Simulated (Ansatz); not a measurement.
## Σ9 (221) boundary in fcc Rh with H (interstitial): structure and resistance

Aim: the relaxed structure and the specific resistance of the Σ9 (221) boundary in fcc Rh with H (interstitial).

Program: Ansatz 0.2.0. Level of theory: Ansatz plane-wave DFT, PBE, PAW files; relaxation of a bicrystal slab with its lowest layers held; PAW set soft_1, in the first sound run; inputs show where later runs differ. Results are calculated unless marked as measured.

## (1) Set-up

The cell holds 31 atoms: 30 Rh and 1 H. Its edges and angles: a = 2.689 Å, b = 8.068 Å, c = 30.016 Å, α = 90.0°, β = 90.0°, γ = 90.0°. It derives from Rh. built on the (2 2 1) plane; 2 overlapping atoms removed and the grains opened by 0 Å. Vacuum lies along c.

## (2) Relaxing the bicrystal

The boundary is built by mirroring the lower grain in the boundary plane and removing any atoms that overlap; then the H is put in at the boundary. A thin bicrystal slab is relaxed first, with the lowest layers held and the upper grain free to shift and open.

input.yaml reads:

```yaml
crystal:
  lattice:
    - [2.6891977995, 0.0, 0.0]
    - [0.0, 8.0675933986, 0.0]
    - [0.0, 0.0, 30.0155]
  atoms:
    - { symbol: Rh, position: [0.4999999998, 0.3888888889, 0.1665806] }
    - { symbol: Rh, position: [0.9999999998, 0.6666666666, 0.1876980227] }
    - { symbol: Rh, position: [0.4999999998, 0.9444444444, 0.2088154454] }
    - { symbol: Rh, position: [0.9999999998, 0.2222222222, 0.229932868] }
    - { symbol: Rh, position: [0.4999999998, 0.5, 0.2510502907] }
    - { symbol: Rh, position: [0.9999999999, 0.7777777778, 0.2721677133] }
    - { symbol: Rh, position: [0.4999999999, 0.0555555555, 0.293285136] }
    - { symbol: Rh, position: [0.9999999999, 0.3333333333, 0.3144025587] }
    - { symbol: Rh, position: [0.4999999999, 0.6111111111, 0.3355199813] }
    - { symbol: Rh, position: [0.9999999999, 0.8888888889, 0.356637404] }
    - { symbol: Rh, position: [0.4999999999, 0.1666666667, 0.3777548267] }
    - { symbol: Rh, position: [1.0, 0.4444444444, 0.3988722493] }
    - { symbol: Rh, position: [0.5, 0.7222222222, 0.419989672] }
    - { symbol: Rh, position: [0.0, 0.0, 0.4411070947] }
    - { symbol: H, position: [0.25, 0.25, 0.4411070947] }
    - { symbol: Rh, position: [1.0, 0.4444444444, 0.48334194] }
    - { symbol: Rh, position: [0.4999999999, 0.1666666667, 0.5044593627] }
    - { symbol: Rh, position: [0.9999999999, 0.8888888889, 0.5255767853] }
    - { symbol: Rh, position: [0.4999999999, 0.6111111111, 0.546694208] }
    - { symbol: Rh, position: [0.9999999999, 0.3333333333, 0.5678116307] }
    - { symbol: Rh, position: [0.4999999999, 0.0555555555, 0.5889290533] }
    - { symbol: Rh, position: [0.9999999999, 0.7777777778, 0.610046476] }
    - { symbol: Rh, position: [0.4999999998, 0.5, 0.6311638987] }
    - { symbol: Rh, position: [0.9999999998, 0.2222222222, 0.6522813213] }
    - { symbol: Rh, position: [0.4999999998, 0.9444444444, 0.673398744] }
    - { symbol: Rh, position: [0.9999999998, 0.6666666666, 0.6945161666] }
    - { symbol: Rh, position: [0.4999999998, 0.3888888889, 0.7156335893] }
    - { symbol: Rh, position: [0.9999999997, 0.1111111111, 0.736751012] }
    - { symbol: Rh, position: [0.4999999997, 0.8333333333, 0.7578684346] }
    - { symbol: Rh, position: [0.9999999997, 0.5555555555, 0.7789858573] }
    - { symbol: Rh, position: [0.4999999997, 0.2777777777, 0.80010328] }
kpoints:
  mp_grid: { grid: [9, 3, 1] }
hamiltonian:
  xc: pbe
  pseudopotentials: { kind: paw, azcp: { folder: soft_1 } }
scf:
  occupations: { method: fermi_dirac, width: 0.1 }
relax:
  f_tol: 0.03
  max_steps: 80
  constraints: [{ sites: [0, 1, 2, 3, 4] }]
```

On the command line:

```console
ansatz run input.yaml --threads 4 --pin off --max-ram 15360MiB --backend cpu --events-out ev --progress --plain --runs-dir out
```

Numbers of over 12 decimals in the logs are rounded to 6 here.

Log:

```text
Engine: ansatz 0.2.0, x86_64-unknown-linux-gnu
Pseudopotentials: kind: paw
Pseudopotential: Rh, paw, valence charge 17, recommended cutoff 420 eV (normal), soft_1/Rh.paw.azcp
Pseudopotential: H, paw, valence charge 1, recommended cutoff 420 eV (normal), soft_1/H.paw.azcp
Functional definition: PBE
  parameter kappa = 0.804
  parameter beta = 0.066725
  exchange = pbe_x(kappa = kappa, mu = beta*pi^2/3)
  correlation = pbe_c(beta = beta)
Crystal: 31 atoms, lattice volume = 651.197 Å³
Basis set: ecut = 420 eV, 12787 PW (Γ), exchange–correlation on 36×108×432 points (8 copies of the dense FFT grid, shifted against one another)
Bands: 307, of which v1, the nominal top of the filled ones, is band 256 counted from 1 (255 counted from 0)
Symmetry: 1 space group operations
Space group: P1 (ITA 1), of the structure as read, at distance tolerance 8.7e-5 Å
k-points: 14 of 27 (time reversal used)
Non-local potential: Rh, projectors of the file, l = 0: 3, l = 1: 2, l = 2: 2, l = 3: 1
Non-local potential: H, projectors of the file, l = 0: 2, l = 1: 1
PAW form: soft (Blöchl's): semilocal exchange-correlation on the pseudo side does not see the compensation charge
PAW one-centre angular grid: Rh, 590 points (default); XC on 64 Gauss nodes
PAW one-centre angular grid: H, 110 points (default); XC on 64 Gauss nodes
Initial density: superposition of atomic densities (neutral atoms: chi_scale 0, normalization atom)
Initial wavefunctions: pseudopotential atomic-orbital guess
Functional: x = pbe(κ = 0.804, μ = 0.219515), c = pbe(β = 0.066725)
SCF iter   1: F=—  HF=-192109.605107 eV  |F-HF|=—  |Δ(HF+E_count)|=         —  Δρ=8.34e-2  dr2=6.24e1  ethr=3.10e-3  ⟨swp⟩=6.0  Hψ=14515  notcnv=0  defer=108
preconditioner: auto → LDOS  [metal: Δε(μ)=0.007 eV  Ē_g=5.809 eV  σ=0.100 eV  W_gap=0.02  n_scr=192 (ndim 8)  ℏωp=24.0 eV  f_vac=0.309  D(μ)=42.29/eV (n_scr^D=474)  β→1.0]
SCF iter   2: F=—  HF=-192116.768580 eV  |F-HF|=—  |Δ(HF+E_count)|=    7.16e0  Δρ=1.03e-1  dr2=6.83e1  ethr=3.10e-3  ⟨swp⟩=3.0  Hψ=11437  notcnv=0  defer=188
SCF iter   3: F=—  HF=-192096.598320 eV  |F-HF|=—  |Δ(HF+E_count)|=    2.02e1  Δρ=1.72e-2  dr2=1.50e0  ethr=3.10e-3  ⟨swp⟩=2.1  Hψ=8995  notcnv=0  defer=233
SCF iter   4: F=—  HF=-192096.152434 eV  |F-HF|=—  |Δ(HF+E_count)|=   4.46e-1  Δρ=3.76e-3  dr2=2.04e-1  ethr=2.94e-4  ⟨swp⟩=3.7  Hψ=11105  notcnv=0  defer=205
SCF iter   5: F=—  HF=-192096.117091 eV  |F-HF|=—  |Δ(HF+E_count)|=   3.53e-2  Δρ=1.25e-3  dr2=2.31e-2  ethr=4.00e-5  ⟨swp⟩=2.1  Hψ=6573  notcnv=0  defer=195
SCF iter   6: F=—  HF=-192096.116758 eV  |F-HF|=—  |Δ(HF+E_count)|=   3.32e-4  Δρ=4.42e-4  dr2=4.16e-3  ethr=4.52e-6  ⟨swp⟩=2.4  Hψ=7293  notcnv=0  defer=195
SCF iter   7: F=—  HF=-192096.116371 eV  |F-HF|=—  |Δ(HF+E_count)|=   3.87e-4  Δρ=2.42e-4  dr2=5.41e-4  ethr=8.14e-7  ⟨swp⟩=2.2  Hψ=6183  notcnv=0  defer=195
SCF iter   8: F=—  HF=-192096.116278 eV  |F-HF|=—  |Δ(HF+E_count)|=   9.35e-5  Δρ=7.30e-5  dr2=5.69e-5  ethr=1.06e-7  ⟨swp⟩=2.7  Hψ=7842  notcnv=0  defer=195
SCF iter   9: F=-192096.116285 eV  HF=-192096.116291 eV  |F-HF|=5.94e-6  |Δ(HF+E_count)|=   1.32e-5  Δρ=2.79e-5  dr2=9.13e-6  ethr=4.40e-9  ⟨swp⟩=4.2  Hψ=13809  notcnv=0
SCF 1 converged in 9 iterations: F = -192096.116285 eV  dr2 = 9.13e-6
  greatest PAW one-centre occupation: 1.000 electrons in one spin orbital (limit 2), on the Rh atom at site 20 (counted from 0), in its partial waves of l = 0
relax step   1: F+E_penalty+E_count = -192096.11628487 eV  Δ(F+E_penalty+E_count) = +0.000e0 eV  max|allowed force component| = 8.443e-1 eV/Å  Δτ_max = 0.0000 Å  (9 SCF iters, dr2 threshold 2.25e-5 eV, accepted)
Initial density: handed on by an earlier stage of this run
Initial wavefunctions: those handed on with the density
iter 1 solved again at ethr=1.00e-3 eV; its pass at ethr=3.10e-3 eV (dr2=5.13e0 eV) is discarded
SCF iter   1: F=—  HF=-192096.558395 eV  |F-HF|=—  |Δ(HF+E_count)|=         —  Δρ=1.26e-2  dr2=5.32e0  ethr=1.00e-3  ⟨swp⟩=1.0  Hψ=14248  notcnv=0  defer=192
preconditioner: auto → LDOS  [metal: Δε(μ)=0.007 eV  Ē_g=5.624 eV  σ=0.100 eV  W_gap=0.02  n_scr=192 (ndim 8)  ℏωp=24.0 eV  f_vac=0.313  D(μ)=46.76/eV (n_scr^D=540)  β→1.0]
SCF iter   2: F=—  HF=-192096.488236 eV  |F-HF|=—  |Δ(HF+E_count)|=   7.02e-2  Δρ=4.38e-3  dr2=1.43e-1  ethr=1.00e-3  ⟨swp⟩=2.0  Hψ=4315  notcnv=0  defer=192
SCF iter   3: F=—  HF=-192096.467686 eV  |F-HF|=—  |Δ(HF+E_count)|=   2.06e-2  Δρ=2.54e-3  dr2=6.54e-2  ethr=2.80e-5  ⟨swp⟩=3.0  Hψ=9192  notcnv=0  defer=192
SCF iter   4: F=—  HF=-192096.454273 eV  |F-HF|=—  |Δ(HF+E_count)|=   1.34e-2  Δρ=5.59e-4  dr2=5.04e-3  ethr=1.28e-5  ⟨swp⟩=2.1  Hψ=7532  notcnv=0  defer=192
SCF iter   5: F=—  HF=-192096.453723 eV  |F-HF|=—  |Δ(HF+E_count)|=   5.50e-4  Δρ=2.28e-4  dr2=9.39e-4  ethr=9.86e-7  ⟨swp⟩=2.8  Hψ=6779  notcnv=0  defer=192
SCF iter   6: F=—  HF=-192096.453735 eV  |F-HF|=—  |Δ(HF+E_count)|=   1.25e-5  Δρ=8.84e-5  dr2=1.21e-4  ethr=1.84e-7  ⟨swp⟩=2.0  Hψ=5668  notcnv=0  defer=192
SCF iter   7: F=-192096.453732 eV  HF=-192096.453739 eV  |F-HF|=6.33e-6  |Δ(HF+E_count)|=   3.35e-6  Δρ=2.48e-5  dr2=8.52e-6  ethr=8.72e-9  ⟨swp⟩=3.0  Hψ=14336  notcnv=0
SCF 2 converged in 7 iterations: F = -192096.453732 eV  dr2 = 8.52e-6
  greatest PAW one-centre occupation: 1.000 electrons in one spin orbital (limit 2), on the Rh atom at site 25 (counted from 0), in its partial waves of l = 0
relax step   2: F+E_penalty+E_count = -192096.45373248 eV  Δ(F+E_penalty+E_count) = -3.374e-1 eV  max|allowed force component| = 3.491e-1 eV/Å  Δτ_max = 0.1934 Å  (7 SCF iters, dr2 threshold 4.45e-5 eV, accepted)
iter 1 solved again at ethr=1.69e-3 eV; its pass at ethr=3.10e-3 eV (dr2=8.66e0 eV) is discarded
SCF iter   1: F=—  HF=-192096.727303 eV  |F-HF|=—  |Δ(HF+E_count)|=         —  Δρ=1.54e-2  dr2=8.64e0  ethr=1.69e-3  ⟨swp⟩=1.0  Hψ=16062  notcnv=0  defer=185
preconditioner: auto → LDOS  [metal: Δε(μ)=0.009 eV  Ē_g=5.647 eV  σ=0.100 eV  W_gap=0.02  n_scr=192 (ndim 8)  ℏωp=24.0 eV  f_vac=0.315  D(μ)=46.25/eV (n_scr^D=532)  β→1.0]
SCF iter   2: F=—  HF=-192096.585714 eV  |F-HF|=—  |Δ(HF+E_count)|=   1.42e-1  Δρ=5.08e-3  dr2=2.86e-1  ethr=1.69e-3  ⟨swp⟩=2.0  Hψ=4312  notcnv=0  defer=185
SCF iter   3: F=—  HF=-192096.550022 eV  |F-HF|=—  |Δ(HF+E_count)|=   3.57e-2  Δρ=2.71e-3  dr2=6.68e-2  ethr=5.61e-5  ⟨swp⟩=2.2  Hψ=7992  notcnv=0  defer=187
SCF iter   4: F=—  HF=-192096.539360 eV  |F-HF|=—  |Δ(HF+E_count)|=   1.07e-2  Δρ=7.84e-4  dr2=5.74e-3  ethr=1.31e-5  ⟨swp⟩=2.5  Hψ=7578  notcnv=0  defer=187
SCF iter   5: F=—  HF=-192096.538284 eV  |F-HF|=—  |Δ(HF+E_count)|=   1.08e-3  Δρ=1.69e-4  dr2=6.89e-4  ethr=1.12e-6  ⟨swp⟩=3.0  Hψ=8185  notcnv=0  defer=192
[...]
relax step   5: F+E_penalty+E_count = -192096.60827956 eV  Δ(F+E_penalty+E_count) = -4.377e-2 eV  max|allowed force component| = 1.221e-1 eV/Å  Δτ_max = 0.1914 Å  (7 SCF iters, dr2 threshold 3.59e-6 eV, accepted)
relax step   6: F+E_penalty+E_count = -192096.64918636 eV  Δ(F+E_penalty+E_count) = -4.091e-2 eV  max|allowed force component| = 1.949e-1 eV/Å  Δτ_max = 0.1932 Å  (7 SCF iters, dr2 threshold 4.73e-6 eV, accepted)
relax step   7: F+E_penalty+E_count = -192096.69102641 eV  Δ(F+E_penalty+E_count) = -4.184e-2 eV  max|allowed force component| = 1.444e-1 eV/Å  Δτ_max = 0.1912 Å  (5 SCF iters, dr2 threshold 3.80e-5 eV, accepted)
relax step   8: F+E_penalty+E_count = -192096.70560848 eV  Δ(F+E_penalty+E_count) = -1.458e-2 eV  max|allowed force component| = 2.002e-1 eV/Å  Δτ_max = 0.1925 Å  (7 SCF iters, dr2 threshold 1.14e-5 eV, accepted)
relax step   9: F+E_penalty+E_count = -192096.72310852 eV  Δ(F+E_penalty+E_count) = -1.750e-2 eV  max|allowed force component| = 1.101e-1 eV/Å  Δτ_max = 0.1150 Å  (6 SCF iters, dr2 threshold 2.20e-5 eV, accepted)
relax step  10: F+E_penalty+E_count = -192096.73118282 eV  Δ(F+E_penalty+E_count) = -8.074e-3 eV  max|allowed force component| = 7.168e-2 eV/Å  Δτ_max = 0.1461 Å  (8 SCF iters, dr2 threshold 3.67e-6 eV, accepted)
relax step  11: F+E_penalty+E_count = -192096.73304599 eV  Δ(F+E_penalty+E_count) = -1.863e-3 eV  max|allowed force component| = 4.636e-2 eV/Å  Δτ_max = 0.0238 Å  (7 SCF iters, dr2 threshold 1.55e-6 eV, accepted)
SCF iter   1: F=—  HF=-192096.735461 eV  |F-HF|=—  |Δ(HF+E_count)|=         —  Δρ=1.46e-3  dr2=1.52e-2  ethr=1.67e-4  ⟨swp⟩=3.6  Hψ=8251  notcnv=0  defer=203
preconditioner: auto → LDOS  [metal: Δε(μ)=0.012 eV  Ē_g=5.649 eV  σ=0.100 eV  W_gap=0.03  n_scr=192 (ndim 8)  ℏωp=24.0 eV  f_vac=0.314  D(μ)=45.66/eV (n_scr^D=532)  β→1.0]
SCF iter   2: F=—  HF=-192096.734131 eV  |F-HF|=—  |Δ(HF+E_count)|=   1.33e-3  Δρ=5.89e-4  dr2=2.15e-3  ethr=2.98e-6  ⟨swp⟩=2.1  Hψ=7199  notcnv=0  defer=203
SCF iter   3: F=—  HF=-192096.733464 eV  |F-HF|=—  |Δ(HF+E_count)|=   6.67e-4  Δρ=1.92e-4  dr2=2.00e-4  ethr=4.21e-7  ⟨swp⟩=2.9  Hψ=8361  notcnv=0  defer=203
SCF iter   4: F=—  HF=-192096.733394 eV  |F-HF|=—  |Δ(HF+E_count)|=   7.00e-5  Δρ=3.83e-5  dr2=1.69e-5  ethr=3.91e-8  ⟨swp⟩=2.8  Hψ=8233  notcnv=0  defer=203
SCF iter   5: F=—  HF=-192096.733694 eV  |F-HF|=—  |Δ(HF+E_count)|=   3.00e-4  Δρ=9.36e-6  dr2=9.08e-7  ethr=3.30e-9  ⟨swp⟩=2.6  Hψ=7305  notcnv=0  defer=203
SCF iter   6: F=—  HF=-192096.733694 eV  |F-HF|=—  |Δ(HF+E_count)|=   2.05e-7  Δρ=3.63e-6  dr2=1.62e-7  ethr=1.96e-11  ⟨swp⟩=5.0  Hψ=15744  notcnv=0
SCF iter   7: F=-192096.733694 eV  HF=-192096.733694 eV  |F-HF|=6.14e-9  |Δ(HF+E_count)|=   1.75e-8  Δρ=1.24e-6  dr2=1.97e-8  ethr=1.96e-11  ⟨swp⟩=4.0  Hψ=12017  notcnv=0
SCF 12 converged in 7 iterations: F = -192096.733694 eV  dr2 = 1.97e-8
relax step  12: F+E_penalty+E_count = -192096.73369391 eV  Δ(F+E_penalty+E_count) = -6.479e-4 eV  max|allowed force component| = 6.950e-3 eV/Å  Δτ_max = 0.0171 Å  (7 SCF iters, accepted)
SCF converged after 7 iterations
Free energy (F): -192096.733694 eV
Harris-Foulkes:  -192096.733694 eV  (|F-HF|=6.14e-9)
Internal energy: -192095.213891 eV  (E = F + TS)
E sigma→0 (E₀):  -192095.973793 eV
Entropy (-TS):   -1.519803 eV (-49.026 meV/atom)
Fermi energy:    12.426554 eV
--- Per-component energies (eV) ---
  E_band       = -7525.230710
  E_kinetic    = 16112.434346
  E_local      = -673936.366124  (includes V_loc(G=0)·N_el)
  E_nonlocal   = 8959.746485
  E_hartree    = 328800.587981
  E_xc         = -6048.884262
  E_vxc        = -7589.256310  (∫ρ·V_xc dr)
  E_paw        = -108103.391391  (= ΣΔE_a)
  E_vpaw       = -8672.970116  (= ΣTr[D̂ρ^β])
  E_aug_tail   = 0.001473  (compensation charges beyond the density's cutoff)
  E_ewald      = 242120.657599
  E_smearing   = -1.519803  (= −TS)
  E_closure    = -0.000000  (closes the sum)
  Σ components = -192096.733694   (vs F -192096.733694, Δ=0.00e0)
--- Forces (eV/Å), atoms counted from 1 ---
  atom   1  Rh    -0.00032597     0.29821859     0.71577905
  atom   2  Rh    -0.00039861    -0.11351613     0.05342729
  atom   3  Rh    -0.00323941    -0.10415529     0.08316281
  atom   4  Rh    -0.00504237    -0.12603977    -0.62124632
  atom   5  Rh    -0.00740979     0.04334913    -0.23986973
  atom   6  Rh     0.00120199     0.00093795    -0.00123294
  atom   7  Rh     0.00147329     0.00036786    -0.00357893
  atom   8  Rh     0.00051040     0.00105434     0.00294694
  atom   9  Rh     0.00090545    -0.00092391     0.00007543
  atom  10  Rh     0.00110041     0.00013357    -0.00049832
  atom  11  Rh    -0.00182787     0.00127051     0.00492002
  atom  12  Rh    -0.00109921    -0.00154540     0.00261292
  atom  13  Rh    -0.00221722    -0.00694955     0.00398383
  atom  14  Rh     0.00077763     0.00448689     0.00061535
  atom  15  H     -0.00040436     0.00155865     0.00146076
  atom  16  Rh    -0.00168324     0.00301205    -0.00202381
  atom  17  Rh    -0.00153558     0.00258762    -0.00115738
  atom  18  Rh     0.00274016     0.00286556    -0.00208953
  atom  19  Rh     0.00387253    -0.00558389     0.00206517
  atom  20  Rh     0.00147489    -0.00288666    -0.00136613
  atom  21  Rh     0.00155748     0.00203521    -0.00121045
  atom  22  Rh     0.00245462    -0.00161963     0.00239499
  atom  23  Rh     0.00127143     0.00294823    -0.00040842
  atom  24  Rh     0.00077199     0.00016538     0.00142162
  atom  25  Rh     0.00093565    -0.00053809    -0.00136752
  atom  26  Rh     0.00018164    -0.00154186     0.00048408
  atom  27  Rh     0.00054783     0.00087649     0.00019276
  atom  28  Rh     0.00048251     0.00128849     0.00067179
  atom  29  Rh     0.00077081    -0.00041451    -0.00149707
  atom  30  Rh     0.00116306    -0.00090072    -0.00021808
  atom  31  Rh     0.00100800    -0.00056458     0.00153250
  max |Σ_I F_I| component: 2.35e-5 eV/Å
--- Relaxed structure (12 steps of the walk, 12 accepted, 0 SCFs on fresh bases) ---
  F+E_penalty+E_count = -192096.73369391 eV   max|allowed force component| = 6.950e-3 eV/Å
  atoms:
    - { symbol: Rh, position: [0.4999999998, 0.388889, 0.166581] }
    - { symbol: Rh, position: [0.9999999998, 0.6666666666, 0.187698] }
    - { symbol: Rh, position: [0.4999999998, 0.944444, 0.208815] }
    - { symbol: Rh, position: [0.9999999998, 0.222222, 0.229933] }
    - { symbol: Rh, position: [0.4999999998, 0.500000, 0.2510502907] }
    - { symbol: Rh, position: [0.999457, 0.780171, 0.272260] }
    - { symbol: Rh, position: [0.499277, 0.058364, 0.293135] }
    - { symbol: Rh, position: [0.999273, 0.335988, 0.314642] }
    - { symbol: Rh, position: [0.499034, 0.613700, 0.335095] }
    - { symbol: Rh, position: [0.998656, 0.888300, 0.357876] }
    - { symbol: Rh, position: [0.498755, 0.167368, 0.378079] }
    - { symbol: Rh, position: [0.998722, 0.444191, 0.398673] }
    - { symbol: Rh, position: [0.497910, 0.724023, 0.422965] }
    - { symbol: Rh, position: [-0.00222405, 0.0077921, 0.440920] }
    - { symbol: H, position: [-0.00229029, 0.331040, 0.456134] }
    - { symbol: Rh, position: [0.995853, 0.535898, 0.481757] }
    - { symbol: Rh, position: [0.495426, 0.233659, 0.495999] }
    - { symbol: Rh, position: [0.994331, 0.960691, 0.523197] }
    - { symbol: Rh, position: [0.494594, 0.688466, 0.543944] }
    - { symbol: Rh, position: [0.994285, 0.403540, 0.563529] }
    - { symbol: Rh, position: [0.493979, 0.126907, 0.585976] }
    - { symbol: Rh, position: [0.993912, 0.851016, 0.608107] }
    - { symbol: Rh, position: [0.493904, 0.572298, 0.628778] }
    - { symbol: Rh, position: [0.993748, 0.294707, 0.649225] }
    - { symbol: Rh, position: [0.493716, 1.019945, 0.671955] }
    - { symbol: Rh, position: [0.993713, 0.740123, 0.691987] }
    - { symbol: Rh, position: [0.493616, 0.459674, 0.712872] }
    - { symbol: Rh, position: [0.993550, 0.180278, 0.736706] }
    - { symbol: Rh, position: [0.493536, 0.902511, 0.755454] }
    - { symbol: Rh, position: [0.993442, 0.628542, 0.775878] }
    - { symbol: Rh, position: [0.493427, 0.357156, 0.795466] }
```

Run time: 7.6 min. Hardware: 4 threads of Intel Xeon 6975P-C (Granite Rapids), shared host; peak memory 4.7 GiB.

Step by step:

| step | energy less that of the first step (eV) | largest force component (eV/Å) |
| --- | --- | --- |
| 1 | 0.0000 | 0.8443 |
| 2 | -0.3374 | 0.3491 |
| 3 | -0.4220 | 0.1927 |
| 4 | -0.4482 | 0.1086 |
| 5 | -0.4920 | 0.1221 |
| 6 | -0.5329 | 0.1949 |
| 7 | -0.5747 | 0.1444 |
| 8 | -0.5893 | 0.2002 |
| 9 | -0.6068 | 0.1101 |
| 10 | -0.6149 | 0.0717 |
| 11 | -0.6168 | 0.0464 |
| 12 | -0.6174 | 0.0069 |

The atoms that moved most (Å):

| atom | dx | dy | dz | length |
| --- | --- | --- | --- | --- |
| H15 | -0.678 | 0.654 | 0.451 | 1.045 |
| Rh16 | -0.011 | 0.738 | -0.048 | 0.739 |
| Rh31 | -0.018 | 0.640 | -0.139 | 0.656 |
| Rh19 | -0.015 | 0.624 | -0.083 | 0.630 |
| Rh25 | -0.017 | 0.609 | -0.043 | 0.611 |
| Rh26 | -0.017 | 0.593 | -0.076 | 0.598 |
| Rh17 | -0.012 | 0.540 | -0.254 | 0.597 |
| Rh30 | -0.018 | 0.589 | -0.093 | 0.596 |

Numbers from this step:

* free energy: -192096.7337 eV
* energy at zero smearing: -192095.9738 eV
* Fermi energy: 12.43 eV

The largest force component on a free atom ends at 0.0069 eV/Å, under the tolerance of 0.03, after 12 steps.

(Part 1 of 2 ends here.)

[Logs are printed without paths, hosts, clocks, repeated set-up lines and the standing remarks that a program may print on its own settings, such as how far it seeks lower states.]

[Hosts, paths, dates, database ids (printed as entryN), source tags and the programs' standing remarks are cut or masked in the printed files.]
